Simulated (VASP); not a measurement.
**Pt: equation of state with LDA**

The system is Pt.

```
Pt
1.0
     0.00000    1.94919    1.94919
     1.94919    0.00000    1.94919
     1.94919    1.94919    0.00000
Pt
1
Direct
  0.00000 0.00000 0.00000
```

| Quantity | Value |
| --- | --- |
| Program | VASP 6.6.1 |
| Task | equation of state |
| Functional | LDA |
| Potentials or basis | VASP PAW LDA potentials, release 64 (Pt) |
| Cutoff | 520 eV |
| k mesh | 10 × 10 × 10 |
| Occupations | fermi-dirac, width 0.05 eV |
| Spin | no spin polarisation |

The equilibrium volume is 14.81 Å³/atom, the bulk modulus is 306 GPa and the pressure derivative of the bulk modulus is 5.2 (rough: it moves with the points fitted).

Energy against volume, from the lowest point:
```
volume (Å³/atom)  energy (meV/atom)
          14.219              24.81
          14.515               5.98
          14.811               0.00
          15.108               5.36
          15.404              20.72
```

All runs of the series together: 21 s on 1 thread of Intel(R) Xeon(R) Platinum 8488C (Sapphire Rapids), on a shared host.

The run has no spin-orbit coupling, so splittings on Pt are missing.
